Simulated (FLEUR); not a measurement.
# CdSe (F-43m) in FLEUR: further runs

The runs below take CdSe through equation of state, with BLYP.

Everything below comes from runs of FLEUR MaX-R8.1 (later development tree). Logs are shortened: lines on timing, memory, paths and dates and some standing lists are left out, and cuts for length are marked.

**1. The undisturbed crystal**

Symmetry: F-43m, No. 216, cubic system. The conventional cell has a = 6.141 Å, b = 6.141 Å, c = 6.141 Å, α = 90.00°, β = 90.00°, γ = 90.00°. Cd (site symmetry -43m) is surrounded by 4 Se at 2.66 Å. Se (site symmetry -43m) has 4 Cd at 2.66 Å as nearest neighbours.

Measurements of this composition are mostly on another form, of space group No. 186.

**2. Equation of state, BLYP, 27.21 Å³/atom (volume scaled by 0.94)**

Contents of inp.xml:

```xml
<?xml version="1.0" encoding="UTF-8" standalone="no"?>
<fleurInput fleurInputVersion="0.39">
   <comment>
      CdSe                                                                                                
   </comment>
   <calculationSetup>
      <cutoffs Kmax="4.73" Gmax="14.7" GmaxXC="14.7" numbands="0"/>
      <scfLoop itmax="60" minDistance="0.00001" maxIterBroyd="15" imix="Anderson" alpha="0.05" precondParam="0.0" spinf="2.0" sdNocoIR="T"/>
      <coreElectrons ctail="T" frcor="F" kcrel="0" coretail_lmax="0"/>
      <xcFunctional name="LibXC" relativisticCorrections="F">
         <LibXCName exchange="gga_x_b88" correlation="gga_c_lyp"/>
      </xcFunctional>
      <magnetism jspins="1"/>
      <soc l_soc="F" theta="0.0" phi="0.0" spav="F"/>
      <expertModes spex="0" secvar="F"/>
      <geometryOptimization l_f="F" forcealpha="1.0" forcemix="BFGS" epsdisp="0.00001" epsforce="0.00001"/>
      <ldaU l_linMix="F" mixParam="0.05" spinf="1.0"/>
   </calculationSetup>
   <cell>
      <bzIntegration valenceElectrons="36.0" mode="hist" fermiSmearingEnergy="0.00183747">
         <kPointListSelection listName="default-1"/>
         <!-- k-points included here -->
         <xi:include xmlns:xi="http://www.w3.org/2001/XInclude" href="kpts.xml"> </xi:include>
      </bzIntegration>
      <!-- symmetry operations included here -->
      <xi:include xmlns:xi="http://www.w3.org/2001/XInclude" href="sym.xml"> </xi:include>
      <bulkLattice scale="0.9795861087">
         <bravaisMatrix>
            <row-1>    0.0000000000000000     5.8019716936013745     5.8019716936013745</row-1>
            <row-2>    5.8019716936013745     0.0000000000000000     5.8019716936013745</row-2>
            <row-3>    5.8019716936013745     5.8019716936013745     0.0000000000000000</row-3>
         </bravaisMatrix>
      </bulkLattice>
   </cell>
   <atomSpecies>
      <species name="Cadmium (Cd)" element="Cd" atomicNumber="48">
         <mtSphere radius="2.44" gridPoints="833" logIncrement="0.015"/>
         <atomicCutoffs lmax="10" lnonsphr="8"/>
         <electronConfig flipSpins="F">
            <coreConfig>(1s1/2) (2s1/2) (2p1/2) (2p3/2) (3s1/2) (3p1/2) (3p3/2) (3d3/2) (3d5/2)</coreConfig>
            <valenceConfig>(4s1/2) (4p1/2) (4p3/2) (5s1/2) (4d3/2) (4d5/2)</valenceConfig>
         </electronConfig>
         <energyParameters s="5" p="5" d="4" f="4"/>
         <lo type="SCLO" l="0" n="4" eDeriv="0"/>
         <lo type="SCLO" l="1" n="4" eDeriv="0"/>
         <lo type="SCLO" l="1" n="4" eDeriv="1"/>
         <lo type="SCLO" l="2" n="4" eDeriv="2"/>
         <lo type="SCLO" l="3" n="4" eDeriv="2"/>
      </species>
      <species name="Selenium (Se)" element="Se" atomicNumber="34">
         <mtSphere radius="2.07" gridPoints="707" logIncrement="0.018"/>
         <atomicCutoffs lmax="9" lnonsphr="7"/>
         <electronConfig flipSpins="F">
            <coreConfig>(1s1/2) (2s1/2) (2p1/2) (2p3/2) (3s1/2) (3p1/2) (3p3/2)</coreConfig>
            <valenceConfig>(3d3/2) (3d5/2) (4s1/2) (4p1/2) (4p3/2)</valenceConfig>
            <stateOccupation state="(4p1/2)" spinUp="0.666667" spinDown="0.666667"/>
            <stateOccupation state="(4p3/2)" spinUp="1.333333" spinDown="1.333333"/>
         </electronConfig>
         <energyParameters s="4" p="4" d="4" f="4"/>
         <lo type="SCLO" l="2" n="3" eDeriv="0"/>
         <lo type="SCLO" l="0" n="4" eDeriv="2"/>
         <lo type="SCLO" l="1" n="4" eDeriv="2"/>
         <lo type="SCLO" l="3" n="4" eDeriv="2"/>
      </species>
   </atomSpecies>
   <atomGroups>
      <atomGroup species="Cadmium (Cd)">
         <relPos label="                   1">.0000000000 .0000000000 .0000000000</relPos>
         <force calculate="T" relaxXYZ="TTT"/>
      </atomGroup>
      <atomGroup species="Selenium (Se)">
         <relPos label="                   2">1.000/4.000 1.000/4.000 1.000/4.000</relPos>
         <force calculate="T" relaxXYZ="TTT"/>
      </atomGroup>
   </atomGroups>
   <output dos="F" band="F" slice="F">
      <checks vchk="F" cdinf="F"/>
      <bandDOS minEnergy="-.5*Htr" maxEnergy="0.5*Htr" sigma="0.015" storeEVData="T"/>
      <vacuumDOS vacdos="F" integ="F" star="F" nstars="0" locx1="0.0" locy1="0.0" locx2="0.0" locy2="0.0" nstm="0" tworkf="0.0"/>
      <unfoldingBand unfoldBand="F" supercellX="1" supercellY="1" supercellZ="1"/>
      <plotting iplot="0" polar="F">
         <plot TwoD="T" vec1="  1.0  0.0  0.0" vec2="  0.0  1.0  0.0" vec3="  0.0  0.0  1.0" zero="  0.0  0.0  0.0" file="plot"/>
      </plotting>
      <chargeDensitySlicing numkpt="0" minEigenval="0.0" maxEigenval="0.0" nnne="0" pallst="F"/>
      <specialOutput eonly="F"/>
      <moessbauerParams electricFieldGradient="T" isomerShift="T" coreHyperfine="T" valenceHyperfine="T"/>
      <magneticCircularDichroism mcd="F" energyLo="-10.0" energyUp="0.0"/>
   </output>
  <!-- We include the file relax.xml here to enable relaxations (see documentation) -->
  <xi:include xmlns:xi="http://www.w3.org/2001/XInclude" href="relax.xml"> <xi:fallback/> </xi:include>
</fleurInput>
```

Potentials or basis: all-electron, FLAPW.

Run with:

```
> inpgen -f crystal.txt -profile fastHighL
> # inp.xml edited to the form shown
> fleur_MPI
```

Standard output:

```text
Welcome to FLEUR        (www.flapw.de)
      MaX-Release 8.1          (www.max-centre.eu)
 func_ids         131         106         131         106
The functional 'Becke 88' is an exchange functional, it belongs to the 'GGA' family and is defined in the reference(s):
[1] A. D. Becke.,  Phys. Rev. A 38, 3098 (1988)
The functional 'Lee, Yang & Parr' is a correlation functional, it belongs to the 'GGA' family and is defined in the reference(s):
[1] C. Lee, W. Yang, and R. G. Parr.,  Phys. Rev. B 37, 785 (1988)
[2] B. Miehlich, A. Savin, H. Stoll, and H. Preuss.,  Chem. Phys. Lett. 157, 200 (1989)
 Using same functional for VXC and EXC

 ========== k-point set info ==========
 Selected k-point list: default-1
 k-point list type: mesh
 8 x 8 x 8
 Number of k points: 29

 ------------Calculation Setup---------------------------
 Number of MPI-tasks      :            1
 Number of PE/node        :            1
 Number of OMP-threads    :            1
 Most efficient MPI parallelization for:
           1          29
 Additional eigenvalue parallelization possible
 Number of basis functions:          740
 Approximate size of matrices (H+S) per k-point:         0.016 GB
 --------------------------------------------------------
 Iteration:     1   Distance:      21.62847495 me/bohr^3
 Iteration:     2   Distance:      20.37304860 me/bohr^3
 Iteration:     3   Distance:       7.46692203 me/bohr^3
 Iteration:     4   Distance:       1.68109062 me/bohr^3
 Iteration:     5   Distance:       1.50996325 me/bohr^3
 Iteration:     6   Distance:       0.24545297 me/bohr^3
 Iteration:     7   Distance:       0.21127730 me/bohr^3
 Iteration:     8   Distance:       0.08119772 me/bohr^3
 Iteration:     9   Distance:       0.06768978 me/bohr^3
 Iteration:    10   Distance:       0.00950667 me/bohr^3
 Iteration:    11   Distance:       0.00664161 me/bohr^3
 Iteration:    12   Distance:       0.00185371 me/bohr^3
 Iteration:    13   Distance:       0.00023348 me/bohr^3
 Iteration:    14   Distance:       0.00018457 me/bohr^3
 Iteration:    15   Distance:       0.00002908 me/bohr^3
 Iteration:    16   Distance:       0.00002780 me/bohr^3
 Iteration:    17   Distance:       0.00000831 me/bohr^3

 ********************************************************************
 Run finished successfully
 Stop message:
   all done
 ********************************************************************
```

Run time: 3.3 min. Hardware: 1 thread of Arm Neoverse V1, shared host; peak memory 0.08 GiB.

What came out:

```yaml
Free_energy: -218433.6406 eV
Band_gap_on_the_k_mesh: 0.58 eV, direct
Valence_electrons_inside_the_program's_atomic_spheres: Cd 18.35; Se 13.54 (radii Cd 2.44, Se 2.07 bohr)
```

**3. Equation of state, BLYP, 27.78 Å³/atom (volume scaled by 0.96)**

inp.xml: that of step 2 with these lines changed.

```diff
@@ -26,3 +26,3 @@
       <xi:include xmlns:xi="http://www.w3.org/2001/XInclude" href="sym.xml"> </xi:include>
-      <bulkLattice scale="0.9795861087">
+      <bulkLattice scale="0.9864848297">
          <bravaisMatrix>
```

Potentials or basis: all-electron, FLAPW.

Run with:

```
> inpgen -f crystal.txt -profile fastHighL
> # inp.xml edited to the form shown
> fleur_MPI
```

Run time: 3.8 min. Hardware: 1 thread of Arm Neoverse V1, shared host; peak memory 0.08 GiB.

The run converged. Its results:

```yaml
Free_energy: -218433.6897 eV
Band_gap_on_the_k_mesh: 0.53 eV, direct
Valence_electrons_inside_the_program's_atomic_spheres: Cd 18.33; Se 13.52 (radii Cd 2.44, Se 2.07 bohr)
```

**4. Equation of state, BLYP, 30.68 Å³/atom (volume scaled by 1.06)**

inp.xml: that of step 3 with these lines changed.

```diff
@@ -26,3 +26,3 @@
       <xi:include xmlns:xi="http://www.w3.org/2001/XInclude" href="sym.xml"> </xi:include>
-      <bulkLattice scale="0.9864848297">
+      <bulkLattice scale="1.0196128224">
          <bravaisMatrix>
```

Run with:

```
> inpgen -f crystal.txt -profile fastHighL
> # inp.xml edited to the form shown
> fleur_MPI
```

Wall time 4.6 min (1 thread of Arm Neoverse V1, shared host); peak memory 0.09 GiB.

Results (log left out):

```yaml
Free_energy: -218433.7941 eV
Band_gap_on_the_k_mesh: 0.28 eV, direct
Valence_electrons_inside_the_program's_atomic_spheres: Cd 18.26; Se 13.47 (radii Cd 2.44, Se 2.07 bohr)
```
